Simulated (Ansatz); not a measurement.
A crystal relaxed with r2SCAN in Ansatz 0.2.0 has space group P6_3/mmc (No. 194) and a = 4.019 Å, c = 6.659 Å.

| atom | site | x | y | z |
| --- | --- | --- | --- | --- |
| Cd | 2a | 0.0000 | 0.0000 | 0.0000 |
| Xx | 2c | 0.3333 | 0.6667 | 0.2500 |

With r2SCAN the valence top lies at Γ–M (0.33 of the way from Γ) and the conduction bottom at Γ, 0.55 eV higher; the smallest vertical gap, at Γ, is 0.58 eV. HSE06 gives an indirect gap of 0.80 eV, from Γ–M (0.33 of the way from Γ) to Γ; the least direct gap is 0.84 eV at Γ. PBE gives no gap: the lowest nominally empty band dips 0.03 eV below the top of the last filled one (its bottom at Γ, the top at Γ–M (0.33 of the way from Γ)), so the cell is a metal or semimetal at this level. Meshes: r2SCAN 12×12×4, HSE06 6×6×4, PBE 12×12×4.

Q: Which element is Xx?
A. S
B. Te
C. Se
D. O

A: C. Xx is Se: CdSe in the NiAs structure. Cd is surrounded by 6 Se at 2.86 Å; Se is surrounded by 6 Cd at 2.86 Å.

No spin polarisation. The prototype was imposed, so other structures may be more stable.

Spin-orbit coupling is left out.

Where an edge lies off the special points, it is a point of the mesh or the k point where a search put PBE's edge or least direct gap, reused for the other functionals, whose own edges may lie a little apart.

The meshes of the hybrids are coarse, so their gaps aren't converged to the digits shown.
